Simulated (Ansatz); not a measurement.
**Ga2O3: computed DOS**

```
Ga O
1.0
     3.02465    0.00000    0.00000
    -1.51232    2.61942    0.00000
     0.00000    0.00000    7.51944
Ga O
2 3
Direct
  0.33333 0.66667 0.18828
  0.66667 0.33333 0.81172
  0.00000 0.00000 0.00000
  0.33333 0.66667 0.71345
  0.66667 0.33333 0.28655
```

The cell was built from the La2O3 type and relaxed in the same program, and has space group P-3m1; it needn't be a known or the stable phase.

Level of theory: DFT, PBE, all-electron LAPW, scalar-relativistic (Ansatz 0.2.0).

Settings: a Γ-centred 11×11×7 k mesh, Fermi–Dirac smearing of 0.08 eV, basis error target 1 meV/atom, no spin polarisation.

States per eV and cell, averaged over 0.6 eV, from -12.3 to 6.7 eV, with energies (bin centres) from the valence-band top; empty bins are left out. The partial columns, the largest 3 alone, are projections on Löwdin-orthogonalised atomic shells (those that the program's projection atoms carry: the occupied ones and, for some elements, an empty d or f shell; other empty shells have no column), summed over atoms of an element. Weights on diffuse s and p shells depend on that basis and aren't pure angular character.

```json
{"E (eV)": "-12.1", "total": "4.57", "O 2p": "0.06", "Ga 3d": "4.00", "Ga 4s": "0.03"}
{"E (eV)": "-11.5", "total": "1.29", "O 2p": "0.01", "Ga 3d": "1.08", "Ga 4s": "0.01"}
{"E (eV)": "-6.1", "total": "1.05", "O 2p": "0.64", "Ga 3d": "0.02", "Ga 4s": "0.33"}
{"E (eV)": "-5.5", "total": "2.08", "O 2p": "1.28", "Ga 3d": "0.03", "Ga 4s": "0.59"}
{"E (eV)": "-4.9", "total": "2.21", "O 2p": "1.35", "Ga 3d": "0.04", "Ga 4s": "0.51"}
{"E (eV)": "-4.3", "total": "2.34", "O 2p": "1.56", "Ga 3d": "0.03", "Ga 4s": "0.14"}
{"E (eV)": "-3.7", "total": "1.40", "O 2p": "0.98", "Ga 3d": "0.02", "Ga 4s": "0.08"}
{"E (eV)": "-3.1", "total": "2.14", "O 2p": "1.61", "Ga 3d": "0.02", "Ga 4s": "0.07"}
{"E (eV)": "-2.5", "total": "3.24", "O 2p": "2.60", "Ga 3d": "0.04", "Ga 4s": "0.05"}
{"E (eV)": "-1.9", "total": "3.48", "O 2p": "2.94", "Ga 3d": "0.06", "Ga 4s": "0.04"}
{"E (eV)": "-1.3", "total": "3.47", "O 2p": "3.09", "Ga 3d": "0.06", "Ga 4s": "0.03"}
{"E (eV)": "-0.7", "total": "5.09", "O 2p": "4.83", "Ga 3d": "0.07", "Ga 4s": "0.01"}
{"E (eV)": "-0.1", "total": "3.50", "O 2p": "3.41", "Ga 3d": "0.04", "Ga 4s": "0.00"}
{"E (eV)": "2.9", "total": "0.04", "O 2p": "0.01", "Ga 3d": "0.00", "Ga 4s": "0.02"}
{"E (eV)": "3.5", "total": "0.14", "O 2p": "0.04", "Ga 3d": "0.00", "Ga 4s": "0.05"}
{"E (eV)": "4.1", "total": "0.19", "O 2p": "0.06", "Ga 3d": "0.00", "Ga 4s": "0.06"}
{"E (eV)": "4.7", "total": "0.59", "O 2p": "0.15", "Ga 3d": "0.00", "Ga 4s": "0.26"}
{"E (eV)": "5.3", "total": "1.39", "O 2p": "0.38", "Ga 3d": "0.00", "Ga 4s": "0.64"}
{"E (eV)": "5.9", "total": "1.70", "O 2p": "0.48", "Ga 3d": "0.00", "Ga 4s": "0.84"}
{"E (eV)": "6.5", "total": "1.05", "O 2p": "0.31", "Ga 3d": "0.00", "Ga 4s": "0.47"}
```

(1) Which of the resolved shells contributes most in the top eV of the valence band?

Answers

(1) O 2p, with 96 % of all states there; Ga 4p follows with 1 %.
